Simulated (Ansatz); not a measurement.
TaN, DFT, PBE, all-electron LAPW, scalar-relativistic (Ansatz 0.2.0), run on 1 thread of Intel(R) Xeon(R) 6975P-C (Granite Rapids) on a shared host.

The cell is a database entry far from equilibrium at this level of theory, probably a faulty or high-pressure entry; it serves as a test geometry alone. The listed cell was then made from it by scaling, straining or moving an atom.

Command: `ansatz run input.yaml --threads 1 --pin off --max-ram 4096MiB --backend cpu --events-out ev --progress --plain --runs-dir out`

```yaml
crystal:
  lattice:
    - [3.0500010905, 0.0457500164, 0.0457500164]
    - [-1.4853798689, 2.6185034178, 0.0167456682]
    - [0.0741, 0.0741, 4.94]
  atoms:
    - { symbol: Ta, position: [0.3333333333, 0.6666666667, 0.0] }
    - { symbol: Ta, position: [0.6666666667, 0.3333333333, 0.5] }
    - { symbol: "N", position: [0.3333333333, 0.6666666667, 0.385] }
    - { symbol: "N", position: [0.6666666667, 0.3333333333, 0.885] }
kpoints:
  mp_grid: { grid: [9, 9, 5] }
  band_path:
    path:
      - [0.0, 0.0, 0.0]
      - [0.0, -0.5, 0.0]
      - [0.0, 0.0, 0.5]
      - [0.0, 0.0, 0.0]
      - [-0.5, 0.0, 0.0]
      - [-0.5, 0.5, -0.5]
      - [0.0, 0.0, 0.0]
      - [-0.5, 0.0, -0.5]
      - [-0.5, 0.5, 0.0]
    npoints: 5
scf:
  occupations: { method: fermi_dirac, width: 0.01 }
hamiltonian:
  xc: pbe
  pseudopotentials: { kind: all_electron, lapw: { basis_error: 0.001 } }
output:
  forces: true
  stress: true
  eigenvalues: true
```

Q: How large is the problem that the program sets up?

A: 203 irreducible k-points, 1139 plane waves at Γ, 63 bands.

Q: About how long does it take, and how much memory does it use?

A: 5.7 min of wall time for 12 SCF iterations, with a peak of 1.7 GiB. Times on shared machines scatter by tens of per cent.
